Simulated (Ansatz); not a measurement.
Wires are cut from relaxed bulk BN (P6_3mc, not its usual structure, 5.97 Å³/atom, gap on the mesh 5.23 eV); atoms and period are relaxed, and energies count from that bulk.

Level of theory: DFT PBE, scalar-relativistic, plane waves, PAW in Ansatz.

Cutoff 420 eV; k points 1×1×8 on the computed 14-atom cell (Γ-centred); Gaussian smearing, width 0.05 eV; collinear spin from starting moments 0.3 0.3 0.3 0.3 0.3 0.3 0.3 0.3 0.3 0.3 0.3 0.3 0.3 0.3 μB.

Start ([001] wire, 14 host atoms a period):

```yaml
crystal:
  lattice:
    - [12.80000, 0.00000, 0.00000]
    - [0.00000, 12.20000, 0.00000]
    - [0.00000, 0.00000, 4.22451]
  atoms:
    - { symbol: B, position: [0.45011, 0.37911, 0.99981] }
    - { symbol: B, position: [0.35032, 0.56045, 0.99981] }
    - { symbol: B, position: [0.54989, 0.56045, 0.99981] }
    - { symbol: B, position: [0.35032, 0.43955, 0.49981] }
    - { symbol: B, position: [0.54989, 0.43955, 0.49981] }
    - { symbol: B, position: [0.45011, 0.62089, 0.49981] }
    - { symbol: B, position: [0.64968, 0.62089, 0.49981] }
    - { symbol: N, position: [0.45011, 0.37911, 0.62519] }
    - { symbol: N, position: [0.35032, 0.56045, 0.62519] }
    - { symbol: N, position: [0.54989, 0.56045, 0.62519] }
    - { symbol: N, position: [0.35032, 0.43955, 0.12519] }
    - { symbol: N, position: [0.54989, 0.43955, 0.12519] }
    - { symbol: N, position: [0.45011, 0.62089, 0.12519] }
    - { symbol: N, position: [0.64968, 0.62089, 0.12519] }
```

Problem. What does the relaxation give?

Solution. The free energy falls by 486 meV/atom.

- excess energy (eV per host atom): 0.825
- line energy (eV/Å): 2.739
- period (Å): 4.216
- gap on the mesh (eV): 1.76
- highest filled level or Fermi level under vacuum (eV): 6.55
- size of the moment (μB per cell): 0.00

Relaxed structure:
```
CELL_PARAMETERS angstrom
12.80000 0.00000 0.00000
0.00000 12.20000 0.00000
0.00000 0.00000 4.21551
ATOMIC_POSITIONS crystal
B 0.45048 0.39931 0.98686
B 0.36717 0.55070 0.98686
B 0.55751 0.56505 0.01471
B 0.36607 0.44911 0.48301
B 0.53228 0.44108 0.47684
B 0.44257 0.60412 0.47684
B 0.63012 0.60903 0.43326
N 0.44938 0.38211 0.64878
N 0.35246 0.55830 0.64879
N 0.55297 0.56230 0.63924
N 0.35236 0.44079 0.14546
N 0.54724 0.43642 0.14735
N 0.44620 0.62006 0.14734
N 0.65384 0.62340 0.13966
```

Each run keeps its start's symmetry and one magnetic start, so lower states can exist.

Time: 4.3 min on 4 threads of Intel(R) Xeon(R) Processor @ 2.50GHz (Skylake/Cascade Lake), on a shared host, peak memory 1.2 GiB.